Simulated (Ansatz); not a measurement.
## How far is PAW off for HgTe?

```xyz
2
Lattice="-0.0322 3.2074 3.2074 3.2074 -0.0322 3.2074 3.2074 3.2074 -0.0322" Properties=species:S:1:pos:R:3 pbc="T T T"
Hg    0.0000    0.0000    0.0000
Te    4.7869    4.7869    4.7869
```

Atoms are numbered in the order listed.

The cell is COD entry 1539232, as deposited and not checked against the literature; nothing was relaxed. The listed cell was then made from it by scaling, straining or moving an atom.

Spin–orbit coupling is left out, though it moves levels of the heavy atoms by tenths of an eV or more.

Levels of theory: DFT, PBEsol, PAW with Ansatz's default frozen-core files, scalar-relativistic (Ansatz 0.2.0); DFT, PBEsol, all-electron PAW with datasets made for the crystal, scalar-relativistic (Ansatz 0.2.0); DFT, PBEsol, all-electron LAPW, scalar-relativistic (Ansatz 0.2.0).

For PAW: a Γ-centred 9×9×9 k mesh, Fermi–Dirac smearing of 0.05 eV, cutoff 420 eV, no spin polarisation; the PAW files were made with PBE, and the program remakes their frozen cores for this functional. The crystal-made all-electron datasets (AE datasets) take a cutoff of 240 eV at this cell. LAPW targets a basis error of 0.5 meV/atom. The Ansatz runs share mesh, smearing and spin set-up. Plane-wave (PAW) pressures include the program's estimate of the Pulay term.

Stress and pressure are positive in compression.

The change that made this cell: equal xy, yz and zx engineering shear strains of -1 %.

Spin–orbit coupling is left out, which moves gradients at and beside heavy atoms by some per cent and at worst by a factor of two.

In a metal, gradients converge slowly with the k mesh: the values move by tens of per cent from one mesh to another, at times in sign, so only the comparison on one mesh counts.

```tsv
quantity	PAW	AE datasets	LAPW
pressure (GPa)	1.34	1.35	1.35
stress yz (GPa)	0.43	0.43	0.43
stress xz (GPa)	0.43	0.43	0.43
stress xy (GPa)	0.43	0.43	0.43
force on Hg1, x (eV/Å)	0.062	0.063	0.063
force on Te2, x (eV/Å)	-0.062	-0.063	-0.063
field gradient Vzz at Hg1 (10²¹ V/m²)	-2.33	-2.31	–
```

PAW's pressure differs from the LAPW value by about 0.01 GPa or less.
